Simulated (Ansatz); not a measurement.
A generator proposed this cell of Ge.

```
CELL_PARAMETERS angstrom
4.37476 0.00000 0.00000
-2.18738 3.78865 0.00000
0.00000 0.00000 3.77124
ATOMIC_POSITIONS crystal
Ge 0.69876 0.73877 0.50000
Ge 0.26123 0.95999 0.50000
Ge 0.04001 0.30124 0.50000
```

The calculation used Ansatz 0.2.0, DFT PBE, scalar-relativistic, plane waves, PAW. Plane waves to 420 eV, a k mesh through Γ of 6×6×4 on the computed 3-atom cell and Gaussian smearing (0.10 eV); no spin polarisation.

Energies count from the standard state of Ge at the same level.

Question: How far from equilibrium is it?

Answer: The pressure is 32.0 GPa (the mean over three directions, positive in compression), the largest force is 6.81 eV/Å, and the energy is +1.62 eV/atom against the standard state. The shortest distance is 2.15 Å.

Question: How much does it gain on relaxing, and where does it end?

Answer: Relaxing gains about 1.4 eV/atom (the start's value is from the coarse mesh, so the gain is rough) in 34 ionic steps and ends at +0.24 eV/atom on the finer mesh. The symmetry goes from P-6 (No. 174) to P6/mmm (No. 191), and the primitive cell from 3 to 1 atom. The end has the simple hexagonal type. The volume per atom shrinks by 7.2 %, from 20.8 to 19.3 Å³. The shortest distance goes from 2.15 Å (Ge–Ge) to 2.69 Å (Ge–Ge). Conventional cell: a = 2.879 Å, c = 2.693 Å. Ge is surrounded by 2 Ge at 2.69 Å and 6 Ge at 2.88 Å.

The last run used a 24×24×20 mesh (in the run's order of axes) for its 1-atom cell and Gaussian smearing of 0.10 eV. The relaxation can't lower the symmetry of the start. A structure relaxed within its symmetry needn't be a true minimum.
